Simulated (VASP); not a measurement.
# Zr (Im-3m) in VASP: further runs

The runs below take Zr through relaxation of cell and atoms, with PBE.

Program: VASP 6.6.1. These are calculated values, not measurements. Logs are shortened: lines on timing, memory, paths and dates and some standing lists are left out, and cuts for length are marked.

### Step 1. The crystal as given

Symmetry: Im-3m, No. 229, cubic system. Conventional cell: a = 3.620 Å, b = 3.620 Å, c = 3.620 Å, α = 90.00°, β = 90.00°, γ = 90.00°. Around Zr (site symmetry m-3m) lie 8 Zr at 3.14 Å.

This isn't the form of Zr at room conditions, which is hcp.

### Step 2. Relaxation of cell and atoms, PBE

File INCAR:

```
SYSTEM = Zr
PREC = Accurate
ENCUT = 520
EDIFF = 1E-6
ISMEAR = 0
SIGMA = 0.1
LREAL = .FALSE.
LASPH = .TRUE.
NELM = 120
ALGO = Normal
ISIF = 3
LWAVE = .FALSE.
LCHARG = .FALSE.
GGA = PE
IBRION = 2
NSW = 90
EDIFFG = -0.01
```

File KPOINTS:

```
Automatic mesh
0
G
  17 17 17
  0 0 0
```

File POSCAR:

```
Zr
1.0
   -1.8100000000      1.8100000000      1.8100000000
    1.8100000000     -1.8100000000      1.8100000000
    1.8100000000      1.8100000000     -1.8100000000
Zr
1
Direct
    0.0000000000      0.0000000000      0.0000000000
```

Potentials or basis: VASP PAW PBE potentials, release 64 (Zr_sv).

On the command line:

```bash
$ cat potpaw_PBE.64/Zr_sv/POTCAR > POTCAR
$ mpirun -np 1 vasp_std > vasp.out
```

OUTCAR:

```text
SYSTEM = Zr
   PREC = Accurate
   ENCUT = 520
   EDIFF = 1E-6
   ISMEAR = 0
   LREAL = .FALSE.
   LASPH = .TRUE.
   NELM = 120
   ISIF = 3
   GGA = PE
   IBRION = 2
   NSW = 90
   EDIFFG = -0.01

 ion  position               nearest neighbor table
   1  0.000  0.000  0.000-

  LATTYP: Found a body centered cubic cell.
 ALAT       =     3.6200000000

  Lattice vectors:

 A1 = (  -1.8100000000,   1.8100000000,   1.8100000000)
 A2 = (   1.8100000000,  -1.8100000000,   1.8100000000)
 A3 = (   1.8100000000,   1.8100000000,  -1.8100000000)

Analysis of symmetry for initial positions (statically):
=====================================================================
 Subroutine PRICEL returns:
 Original cell was already a primitive cell.

 Routine SETGRP: Setting up the symmetry group for a
 body centered cubic supercell.

 Subroutine GETGRP returns: Found 48 space group operations
 (whereof 48 operations were pure point group operations)
 out of a pool of 48 trial point group operations.

The static configuration has the point symmetry O_h .

Analysis of symmetry for dynamics (positions and initial velocities):
=====================================================================
 Subroutine PRICEL returns:
 Original cell was already a primitive cell.

 Routine SETGRP: Setting up the symmetry group for a
 body centered cubic supercell.

 Subroutine GETGRP returns: Found 48 space group operations
 (whereof 48 operations were pure point group operations)
 out of a pool of 48 trial point group operations.

The dynamic configuration has the point symmetry O_h .

 Subroutine INISYM returns: Found 48 space group operations
 (whereof 48 operations are pure point group operations),
 and found     1 'primitive' translations

----------------------------------------------------------------------------------------

                                     Primitive cell

  volume of cell :      23.7190

  direct lattice vectors                    reciprocal lattice vectors
    -1.810000000  1.810000000  1.810000000     0.000000000  0.276243094  0.276243094
     1.810000000 -1.810000000  1.810000000     0.276243094  0.000000000  0.276243094
     1.810000000  1.810000000 -1.810000000     0.276243094  0.276243094  0.000000000

  length of vectors
     3.135011962  3.135011962  3.135011962     0.390666730  0.390666730  0.390666730

  position of ions in fractional coordinates (direct lattice)
     0.000000000  0.000000000  0.000000000

  ion indices of the primitive-cell ions
   primitive index   ion index
                 1           1

----------------------------------------------------------------------------------------

 KPOINTS: Automatic mesh

Automatic generation of k-mesh.
 Grid dimensions read from file:
 generate k-points for:   17   17   17

 Generating k-lattice:

  Cartesian coordinates                     Fractional coordinates (reciprocal lattice)
     0.000000000  0.016249594  0.016249594     0.058823529  0.000000000  0.000000000
     0.016249594  0.000000000  0.016249594     0.000000000  0.058823529  0.000000000
     0.016249594  0.016249594  0.000000000     0.000000000  0.000000000  0.058823529

  Length of vectors
     0.022980396  0.022980396  0.022980396

  Shift w.r.t. Gamma in fractional coordinates (k-lattice)
     0.000000000  0.000000000  0.000000000

 Subroutine IBZKPT returns following result:
 ===========================================

 Found    165 irreducible k-points:

 Following reciprocal coordinates:
            Coordinates               Weight
  0.000000  0.000000  0.000000      1.000000
  0.058824  0.000000  0.000000     12.000000
  0.117647  0.000000  0.000000     12.000000
  0.176471  0.000000  0.000000     12.000000
  0.235294  0.000000  0.000000     12.000000
  0.294118  0.000000  0.000000     12.000000
[... 16 lines left out ...]
  0.411765  0.117647  0.000000     48.000000
  0.176471  0.176471  0.000000     24.000000
 [... further k-points ...]
   k-points           NKPTS =    165   k-points in BZ     NKDIM =    165   number of bands    NBANDS=     10
   number of dos      NEDOS =    301   number of ions     NIONS =      1
   total plane-waves  NPLWV =  13824
   dimension x,y,z NGX =    24 NGY =   24 NGZ =   24
   dimension x,y,z NGXF=    48 NGYF=   48 NGZF=   48
   ions per type =               1
   NGX,Y,Z   is equivalent  to a cutoff of  12.73, 12.73, 12.73 a.u.
   NGXF,Y,Z  is equivalent  to a cutoff of  25.45, 25.45, 25.45 a.u.
 SYSTEM =  Zr
   PREC   = accura    normal or accurate (medium, high low for compatibility)
   ISTART =      0    job   : 0-new  1-cont  2-samecut
   ICHARG =      2    charge: 1-file 2-atom 10-const
   ISPIN  =      1    spin polarized calculation?
   LNONCOLLINEAR =      F non collinear calculations
   LSORBIT =      F    spin-orbit coupling
   LASPH  =      T    aspherical Exc in radial PAW
   ENCUT  =  520.0 eV  38.22 Ry    6.18 a.u.   5.83  5.83  5.83*2*pi/ulx,y,z
   NELM   =    120;   NELMIN=  2; NELMDL= -5     # of ELM steps
   EDIFF  = 0.1E-05   stopping-criterion for ELM
   LREAL  =      F    real-space projection
   EDIFFG = -.1E-01   stopping-criterion for IOM
   NSW    =     90    number of steps for IOM
   IBRION =      2    ionic relax: 0-MD 1-quasi-New 2-CG
   NFREE  =      1    steps in history (QN), initial steepest desc. (CG)
   ISIF   =      3    stress and relaxation
   ISYM   =      2    0-nonsym 1-usesym 2-fastsym
   POTIM  = 0.5000    time-step for ionic-motion
   TEBEG  =    0.0;   TEEND  =   0.0 temperature during run
   PSTRESS=    0.0 pullay stress
   NELECT =      12.0000    total number of electrons
   NUPDOWN=      -1.0000    fix difference up-down
   EMIN   =  10.00;   EMAX   =-10.00  energy-range for DOS
   EFERMI =   0.00;   METHOD = LEGACY
   ISMEAR =     0;   SIGMA  =   0.10  broadening in eV -4-tet -1-fermi 0-gaus
   EFERMI_NEDOS =   21; number of points for ismear=-14 and -15
   IALGO  =     38    algorithm
   IMIX   =      4    mixing-type and parameters
     AMIX     =   0.40;   BMIX     =  1.00
     AMIX_MAG =   1.60;   BMIX_MAG =  1.00
  volume/ion in A,a.u.               =      23.72       160.06
  Fermi-wavevector in a.u.,A,eV,Ry     =   1.304478  2.465105 23.152520  1.701662
  Thomas-Fermi vector in A             =   2.435411
   LORBIT       =      0    0 simple, 1 ext, 2 COOP (PROOUT), +10 PAW based schemes
   GGA     = PE    functional components
   LHFCALC =     F    Hartree Fock is set to
   AEXX    =    0.0000 exact exchange contribution
   IVDW    =     0    specifies the selected vdW correction
   LEPSILON=     F    determine dielectric tensor
   LRPA    =     F    only Hartree local field effects (RPA)
 conjugate gradient relaxation of ions
 non-spin polarized calculation
 Gauss-broadening in eV      SIGMA  =   0.10
  energy-cutoff  :      520.00
  volume of cell :       23.72
 maximum number of plane-waves:       658
   NGX = 11   NGY = 11   NGZ = 11

--------------------------------------- Ionic step        1  -------------------------------------------

 number of electron      12.0000000 magnetization

 Free energy of the ion-electron system (eV)
  ---------------------------------------------------
  ext. energy  EPLUGINS =         0.00000000
  ---------------------------------------------------
  free energy    TOTEN  =        -8.43196993 eV

  energy without entropy =       -8.42288624  energy(sigma->0) =       -8.42742809

------------------------ aborting loop because EDIFF is reached ----------------------------------------

  FORCE on cell =-STRESS in cart. coord.  units (eV):
  Direction    XX          YY          ZZ          XY          YZ          ZX
  --------------------------------------------------------------------------------------
  -------------------------------------------------------------------------------------
  Total       -0.4834296     -0.4834296     -0.4834296      0.0000000      0.0000000      0.0000000
  in kB      -32.6548815    -32.6548815    -32.6548815      0.0000000      0.0000000      0.0000000
  external PRESSURE =     -32.6548815 kB  Pullay stress =       0.0000000 kB
[... 55 lines left out ...]
  energy  without entropy=       -8.4276095498  energy(sigma->0) =       -8.43155951

--------------------------------------- Ionic step        3  -------------------------------------------

 number of electron      12.0000000 magnetization

 Free energy of the ion-electron system (eV)
  ---------------------------------------------------
  ext. energy  EPLUGINS =         0.00000000
  ---------------------------------------------------
  free energy    TOTEN  =        -8.44168888 eV

  energy without entropy =       -8.43336828  energy(sigma->0) =       -8.43752858

 E-fermi :   8.9542     XC(G=0): -11.1714

 val. band max:        8.9192652161   @ k =  -0.2941   0.2941   0.0588
 cond. band min:       8.9565024032   @ k =   0.2353   0.0588   0.0000
 fundamental gap:      0.0372371871
 Fermi energy:         8.9542314652

 k-point     1 :       0.0000    0.0000    0.0000
  band No.  band energies     occupation
      1     -39.5040      2.00000
      2     -16.9872      2.00000
      3     -16.9872      2.00000
      4     -16.9872      2.00000
      5       3.5428      2.00000
      6      10.0802      0.00000
      7      10.0802      0.00000
      8      10.0802      0.00000
      9      12.6067      0.00000
     10      12.6067      0.00000
[... 287 lines left out ...]
 k-point    24 :       0.1765    0.1765    0.0000
  band No.  band energies     occupation
      1     -39.3929      2.00000
      2     -17.6499      2.00000
      3     -17.2055      2.00000
      4     -17.0559      2.00000
      5       6.0459      2.00000
      6       8.7473      1.99656
      7       9.0019      0.50034
      8      11.8508      0.00000
      9      13.1270      0.00000
     10      13.2620      0.00000

 [... further k-points ...]

------------------------ aborting loop because EDIFF is reached ----------------------------------------

  FORCE on cell =-STRESS in cart. coord.  units (eV):
  Direction    XX          YY          ZZ          XY          YZ          ZX
  --------------------------------------------------------------------------------------
  -------------------------------------------------------------------------------------
  Total        0.0000918      0.0000918      0.0000918      0.0000000      0.0000000     -0.0000000
  in kB        0.0064539      0.0064539      0.0064539      0.0000000      0.0000000     -0.0000000
  external PRESSURE =       0.0064539 kB  Pullay stress =       0.0000000 kB
[... 16 lines left out ...]
  FREE ENERGIE OF THE ION-ELECTRON SYSTEM (eV)
  ---------------------------------------------------
  free  energy   TOTEN  =        -8.4416888782 eV

  energy  without entropy=       -8.4333682791  energy(sigma->0) =       -8.43752858

 reached required accuracy - stopping structural energy minimisation
```

Run time: 21 s. Hardware: 1 thread of Intel Xeon 6975P-C (Granite Rapids), shared host; peak memory 0.17 GiB.

What came out:

| Quantity | Value |
| --- | --- |
| Free energy | -8.4417 eV |
| Relaxed volume | 22.80 Å³/atom |
| Relaxed cell | a = 3.094 Å, b = 3.094 Å, c = 3.094 Å, α = 109.47°, β = 109.47°, γ = 109.47° |
| Space group after relaxing (to 0.05 Å) | Im-3m (No. 229) |
| Energy gained by relaxing | 9.7 meV/atom |
| Ionic steps | 3 |
| Pressure after relaxing | 0.0 GPa |
| Band gap on the k mesh | none (metal or under the smearing width) |

The path:
| step | energy change (eV) | largest force (eV/Å) | pressure (GPa) | volume (Å³) |
| --- | --- | --- | --- | --- |
| 1 | 0.0000 | 0.0000 | -3.27 | 23.72 |
| 2 | -0.0035 | 0.0000 | 2.90 | 22.10 |
| 3 | -0.0097 | 0.0000 | 0.00 | 22.80 |

Final structure:
```
Zr
1.0
    -1.78627    1.78627    1.78627
     1.78627   -1.78627    1.78627
     1.78627    1.78627   -1.78627
Zr
1
Direct
  0.00000 0.00000 0.00000
```

### Step 3. Relaxation of cell and atoms, PBE

This run uses another cell than the first one, of 22.80 Å³/atom, 0.961 times its volume.

INCAR: that of step 2 with these lines changed.

```diff
@@ -3,3 +3,3 @@
 ENCUT = 520
-EDIFF = 1E-6
+EDIFF = 1E-7
 ISMEAR = 0
@@ -15,3 +15,4 @@
 IBRION = 2
-NSW = 90
-EDIFFG = -0.01
+NSW = 60
+EDIFFG = -0.005
+POTIM = 0.3
```

KPOINTS is that of step 2.

File POSCAR:

```
Zr                                      
1.0
   -1.7862722078      1.7862722078      1.7862722078
    1.7862722078     -1.7862722078      1.7862722078
    1.7862722078      1.7862722078     -1.7862722078
  Zr            
     1
Direct
     0.0000000000000000    0.0000000000000000    0.0000000000000000
```

Potentials or basis: VASP PAW PBE potentials, release 64 (Zr_sv).

On the command line:

```bash
$ cat potpaw_PBE.64/Zr_sv/POTCAR > POTCAR
$ mpirun -np 1 vasp_std > vasp.out
```

Run time: 9.1 s. Hardware: 1 thread of Intel Xeon 6975P-C (Granite Rapids), shared host; peak memory 0.16 GiB.

The run converged. Its results:

```yaml
Free_energy: -8.4413 eV
Pressure_after_relaxing: 0.0 GPa
Band_gap_on_the_k_mesh: none (metal or under the smearing width)
```

Final structure:
```
Zr
1.0
    -1.78627    1.78627    1.78627
     1.78627   -1.78627    1.78627
     1.78627    1.78627   -1.78627
Zr
1
Direct
  0.00000 0.00000 0.00000
```

Levels at points of the mesh, in eV from the Fermi level:
```tsv
k point	band 4	band 5	band 6	band 7	band 8	band 9
(0.00, 0.00, 0.00)	-25.94	-5.41	1.13	1.13	1.13	3.65
```

Caveat: the relaxation stopped at its first step, so nothing moved.
